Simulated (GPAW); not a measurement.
ZrC: single point with PBE

ZrC:

```
Zr C
1.0
     0.00000    2.36500    2.36500
     2.36500    0.00000    2.36500
     2.36500    2.36500    0.00000
Zr C
1 1
Direct
  0.50000 0.50000 0.50000
  0.00000 0.00000 0.00000
```

| Quantity | Value |
| --- | --- |
| Program | GPAW 26.7.0 |
| Task | single point |
| Functional | PBE |
| Potentials or basis | GPAW PAW data sets (gpaw-data 1.2.1) |
| Cutoff | 800 eV |
| Basis | pw |
| k mesh | 10 × 10 × 10 |
| Occupations | gaussian, width 0.015 eV |
| Spin | no spin polarisation |

- Pressure: -3.9 GPa
- Band gap on the k mesh: none (metal or under the smearing width)

Levels at points of the mesh, in eV from the Fermi level:
| k point | band 5 | band 6 | band 7 | band 8 | band 9 | band 10 | band 11 | band 12 |
| --- | --- | --- | --- | --- | --- | --- | --- | --- |
| (0.00, 0.00, 0.00) | -11.23 | 0.94 | 0.94 | 0.94 | 1.10 | 1.10 | 1.10 | 2.77 |
| (0.50, 0.50, 0.00) | -10.04 | -2.08 | -1.68 | 0.05 | 0.05 | 4.36 | 5.53 | 5.53 |
| (0.50, 0.50, 0.50) | -8.26 | -5.20 | -2.85 | -2.85 | 4.41 | 4.41 | 5.22 | 6.46 |

Run time: 27 s on 1 thread of Arm Neoverse V1, with other jobs on the host, peak memory 0.17 GiB.
